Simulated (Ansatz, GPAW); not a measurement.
Given: the input of a run of GPAW 26.7.0 (ASE script) on Sn. 

Contents of run.py:

```python
from ase.dft.bandgap import bandgap
from ase.io import read, write
from ase.units import Bohr, GPa
from gpaw import GPAW, PW
from gpaw.elf import elf_from_dft_calculation

atoms = read('Sn.xyz')

calc = GPAW(mode=PW(600),
            xc='PBE',
            kpts={'size': (9, 9, 9), 'gamma': True},
            occupations={'name': 'methfessel-paxton', 'order': 0, 'width': 0.1},
            nbands=24,
            convergence={'density': 1e-05, 'energy': 1e-05},
            maxiter=150,
            txt='gpaw.txt')
atoms.calc = calc
energy = atoms.get_potential_energy()
forces = atoms.get_forces()
stress = atoms.get_stress()
calc.write('gs.gpw')
write('result.traj', atoms)
print(f'Energy: {energy:.6f} eV')
print('Forces (eV/A):')
print(forces.round(4))
print('Stress (GPa):', (stress / GPa).round(3))
print('Fermi level:', round(calc.get_fermi_level(), 4), 'eV')
print(f'Gap: {bandgap(calc)[0]:.4f} eV, direct: {bandgap(calc, direct=True)[0]:.4f} eV')

# fields on the real-space grid
write('density.cube', atoms, data=calc.get_pseudo_density() * Bohr**3)
write('potential.cube', atoms, data=calc.get_electrostatic_potential())
write('elf.cube', atoms, data=elf_from_dft_calculation(calc).data)
```

File Sn.xyz:

```xyz
2
Lattice="4.4549543900 0.0000000000 0.0000000000 -3.3066746885 2.9853845851 0.0000000000 -0.5741398507 -1.4926922926 4.1579865041" Properties=species:S:1:pos:R:3 pbc="T T T"
Sn     0.0000000000      0.0000000000      0.0000000000
Sn     2.2274771950      0.0000000000      2.0789932520
```

Potentials or basis: GPAW PAW data sets (gpaw-data 1.2.1), pw.

Launch:

```bash
$ OMP_NUM_THREADS=1 python run.py
```

Problem. Translate it to Ansatz 0.2.0. Potentials or basis there: all-electron LAPW, scalar-relativistic.

Solution. As run (cutoffs and basis follow the program's own potentials, and thresholds, step limits or extra output files can differ):

Contents of input.yaml:

```yaml
crystal:
  lattice:
    - [4.45495439, 0.0, 0.0]
    - [-3.3066746885, 2.9853845851, 0.0]
    - [-0.5741398507, -1.4926922926, 4.1579865041]
  atoms:
    - { symbol: Sn, position: [0.0, 0.0, 0.0] }
    - { symbol: Sn, position: [0.75, 0.25, 0.5] }
kpoints:
  mp_grid: { grid: [9, 9, 9] }
scf:
  occupations: { method: gaussian, width: 0.1 }
hamiltonian:
  xc: pbe
  pseudopotentials: { kind: all_electron, lapw: { basis_error: 0.001 } }
output:
  forces: true
  stress: true
  eigenvalues: true
```

Potentials or basis: all-electron LAPW, scalar-relativistic.

The run is started by

```bash
$ ansatz run input.yaml --threads 1 --pin off --max-ram 3072MiB --backend cpu --events-out ev --progress --plain --runs-dir out
```

Both were run:

|  | GPAW | Ansatz |
| --- | --- | --- |
| Pressure | 1.1 GPa | 1.4 GPa |

Where Ansatz's input types no cutoff or centring, it takes its own default and a Γ-centred mesh.

Pressure is positive in compression.
